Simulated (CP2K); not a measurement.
Runs of CP2K 2026.2 on TaN. Symmetry: P6/mmm, No. 191, hexagonal system. Conventional cell: a = 5.191 Å, b = 5.191 Å, c = 2.908 Å, α = 90.00°, β = 90.00°, γ = 120.00°. Ta (site symmetry -6m2) is surrounded by 6 N at 2.09 Å. Ta (site symmetry 6/mmm) has 6 N at 2.60 Å and 2 Ta at 2.91 Å as nearest neighbours. Around N (site symmetry mmm) lie 4 Ta at 2.09 Å. 

```csv
level,cutoff of the non-local correlation (Ry),gap on the mesh (eV),pressure (GPa)
LDA,-,none,(b)
vdW-DF-cx,300,none,(a)
TASK,-,none,8.7
PBEsol,-,none,-1.5
HLE16,-,none,-54.6
```

Alike in all rows: task band structure; potentials or basis POTENTIAL_UZH Ta GTH-PBE-q13, N GTH-PBE-q5; DZVP-MOLOPT-PBE-GTH basis; no spin polarisation; cell as given; k mesh 6 × 6 × 9; smearing fermi-dirac 0.05 eV.

Task: Fill in the values left out.

Result: (a) 0.0; (b) -4.6.

Caveats: the potentials were made for another functional, which shifts forces and pressure; spin-orbit coupling is left out, which moves the levels of the heavy elements; the basis of atomic orbitals isn't converged, which shifts pressures, moduli and gaps; the potentials were made for a functional far from this one (some runs); the cell as given lies far from equilibrium (some runs).

A k mesh can miss the band edges, and the runs leave out spin-orbit coupling on Ta.

A gap of «none» marks a metal or a gap under the smearing width.

Runs at the PBE level aren't shown here.
